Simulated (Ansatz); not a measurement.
## Pd under changes of volume

One of the cells (15.045 Å³/atom); the others are scaled copies at fixed shape and fractional positions:

```
Pd
1.0
     0.00000    1.95939    1.95939
     1.95939    0.00000    1.95939
     1.95939    1.95939    0.00000
Pd
1
Direct
  0.00000 0.00000 0.00000
```

| Item | Value |
| --- | --- |
| Program | Ansatz 0.2.0 |
| Functional | revPBE0 |
| Potentials or basis | Ansatz PAW |
| Cutoff | 420 eV (not typed: the program's choice for these potentials) |
| k mesh | 6 × 6 × 6 |
| Occupations | fermi-dirac, width 0.05 eV |
| Spin | no spin polarisation |

```csv
volume (Å³/atom),energy over the lowest point (meV/atom),pressure (GPa)
14.160,30.97,12.2
14.455,12.74,7.5
14.750,2.83,3.4
15.045,0.00,-0.2
15.340,?,?
15.635,12.15,-6.2
```

Question: What does the run at 15.340 Å³/atom give?

Answer: Energy over the lowest point 3.26 meV/atom; pressure -3.4 GPa.

Worked out: A Birch-Murnaghan fit of order 3 (a polynomial in V^(-2/3)) to the other rows has its minimum at 15.02 Å³/atom with B0 = V·E''(V) = 173 GPa and B' = 6.4. It gives 3.41 meV/atom at 15.340 Å³/atom, against the run's 3.26, and -dE/dV = -3.4 GPa, against -3.4.

Energies are extrapolated to zero smearing.

Caveats: all runs use coarse meshes; the PAW data sets come from PBE, with cores solved anew for the run's functional, which leaves a small shift of forces and pressure; the thresholds are loose for stress.
